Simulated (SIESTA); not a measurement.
The system is RbBr.

```xyz
2
Lattice="0.0000 3.4270 3.4270 3.4270 0.0000 3.4270 3.4270 3.4270 0.0000" Properties=species:S:1:pos:R:3 pbc="T T T"
Rb    0.0000    0.0000    0.0000
Br    3.4270    3.4270    3.4270
```

Base run:

* Program: SIESTA 5.4.2
* Functional: PBEsol
* Potentials or basis: PseudoDojo 0.4 standard (PBEsol files)
* Basis: DZP (energy shift 0.003 Ry; two zetas on semicore shells; d shell added on Rb)
* Grid cutoff: 500 Ry
* Energy shift: 0.003 Ry
* k mesh: 7 × 7 × 7
* Occupations: fermi-dirac, width 0.05 eV
* Spin: no spin polarisation

Its results: band gap on the k mesh 4.30 eV, direct; pressure 0.0 GPa.

Problem. The run is repeated on the same cell with these changes: functional from PBEsol to LDA; potentials or basis from PseudoDojo 0.4 standard (PBEsol files) to PseudoDojo 0.4 standard (LDA files). What comes out?

Solution. Band gap on the k mesh 4.04 eV, direct; pressure -1.2 GPa.

Caveats: the basis of atomic orbitals isn't converged, which shifts pressures, moduli and gaps.
